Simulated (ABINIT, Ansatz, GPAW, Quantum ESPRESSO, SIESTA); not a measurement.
# TiTe: programs and potentials compared

```xyz
4
Lattice="3.8420 0.0000 0.0000 -1.9210 3.3273 0.0000 0.0000 0.0000 6.4030" Properties=species:S:1:pos:R:3 pbc="T T T"
Te    1.9210    1.1091    4.8022
Te    0.0000    2.2182    1.6007
Ti    0.0000    0.0000    3.2015
Ti    0.0000    0.0000    0.0000
```

Alike in all runs: task single point; functional PBEsol; k mesh 8 × 8 × 4; occupations fermi-dirac, width 0.05 eV; no spin polarisation; no spin-orbit coupling. Pressure is positive in compression and, in plane waves, holds the error of the finite cutoff, which Ansatz's Pulay term estimates and takes out.

```csv
program and potentials,plane-wave cutoff (eV),notes,pressure (GPa)
"Ansatz, Ansatz PAW",420,"potentials made for PBE, which Ansatz adapts in part; 14 valence electrons an atom on average; Pulay term of +0.03 GPa included",3.42
"Quantum ESPRESSO, GBRV 1.5 PBEsol",612,9 valence electrons an atom on average,3.71
"GPAW, PAW data sets generated for this functional",600,9 valence electrons an atom on average,?
"ABINIT, PseudoDojo NC SR PBEsol v0.4.1 standard",1143,14 valence electrons an atom on average,3.65
"SIESTA, files PseudoDojo sr-pbesol-0.4.1-standard, DZP (energy shift 0.003 Ry; two zetas on semicore shells)",-,atomic basis; 14 valence electrons an atom on average,5.60
"Ansatz, all-electron LAPW, scalar-relativistic",-,-,3.42
```

Task: Estimate from the other rows what the run with GPAW, PAW data sets generated for this functional gave.

Result: Pressure 2.89 GPa. The other rows, which needn't bracket it: pressure 3.42 to 5.60.
